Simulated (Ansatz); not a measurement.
## InSe under changes of volume

One of the cells (29.237 Å³/atom); the others are scaled copies at fixed shape and fractional positions:

```
In Se
1.0
     2.00000    1.15470    8.44000
    -2.00000    1.15470    8.44000
     0.00000   -2.30940    8.44000
In Se
2 2
Direct
  0.88860 0.88860 0.88860
  0.00000 0.00000 0.00000
  0.17190 0.17190 0.17190
  0.38350 0.38350 0.38350
```

* Program: Ansatz 0.2.0
* Functional: PBE
* Potentials or basis: SPMS NC
* Cutoff: 816 eV (not typed: the program's choice for these potentials)
* k mesh: 8 × 8 × 8
* Occupations: fermi-dirac, width 0.05 eV
* Spin: no spin polarisation

```csv
volume (Å³/atom),energy over the lowest point (meV/atom),pressure (GPa),gap on the mesh (eV),largest force (eV/Å)
27.483,68.23,7.0,0.60,0.808
28.068,45.56,5.5,0.54,0.618
28.652,28.07,4.1,0.48,0.451
29.237,15.22,2.9,0.42,0.365
29.822,6.54,1.8,0.37,0.284
30.406,?,?,?,?
30.991,0.00,0.0,0.28,0.159
```

What does the run at 30.406 Å³/atom give?

Energy over the lowest point 1.59 meV/atom; pressure 0.9 GPa; gap on the mesh 0.33 eV; largest force 0.208 eV/Å.

Worked out: A Birch-Murnaghan fit of order 3 (a polynomial in V^(-2/3)) to the other rows has its minimum at 31.00 Å³/atom, just outside them, with B0 = V·E''(V) = 44 GPa and B' = 4.7 at fixed shape and positions, which overstates the stiffness. It gives 1.59 meV/atom at 30.406 Å³/atom, against the run's 1.59, and -dE/dV = 0.9 GPa, against 0.9. A straight line through the other rows of the gap, of slope -2.69 eV per unit of ln V (its deformation potential), gives 0.32 eV, against the run's 0.33.

Energies are extrapolated to zero smearing.

Caveats: spin-orbit coupling is left out, which moves the levels of the heavy elements.

A mesh can miss the band edges.
